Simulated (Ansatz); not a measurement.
## What DFT gives for AlAs

```
CELL_PARAMETERS angstrom
0.00000 2.82897 2.82897
2.82897 0.00000 2.82897
2.82897 2.82897 0.00000
ATOMIC_POSITIONS crystal
Al 0.00000 0.00000 0.00000
As 0.25000 0.25000 0.25000
```

The numbers come from plane-wave PAW DFT (Ansatz): PBE, no spin polarisation, 420 eV, 8×8×8 Γ-centred k points, fermi-dirac occupations (width 0.1 eV). Nothing was relaxed.

Q: Metal or insulator? Give the gap.

A: The gap is 1.44 eV, indirect (the least direct gap found is 2.07 eV). A semilocal functional usually gives too small a gap.

Q: Is it stable against the elements?

A: -0.48 eV an atom against the elements' usual phases (free molecules for gases, crystals otherwise, with no correction for O₂ or N₂), so it is bound against them; other compounds may still compete. Relaxing would lower it.

Q: Which orbitals make up the band edges?

A: Within 0.7 eV of the edges, the states project mainly on As p (81 %) and Al p (16 %) below the gap and on Al p (57 %) and As s (16 %) above it.

Q: Give the Bader charges.

A: Bader charges in e: Al +1.98, As -1.98. In the mean Al gives up most and As takes most.

Q: Is the cell too large or too small?

A: The pressure is 2.7 GPa (compression positive), so with the atoms held at these fractions the cell would first expand.

Origin: a database entry at a rescaled volume.
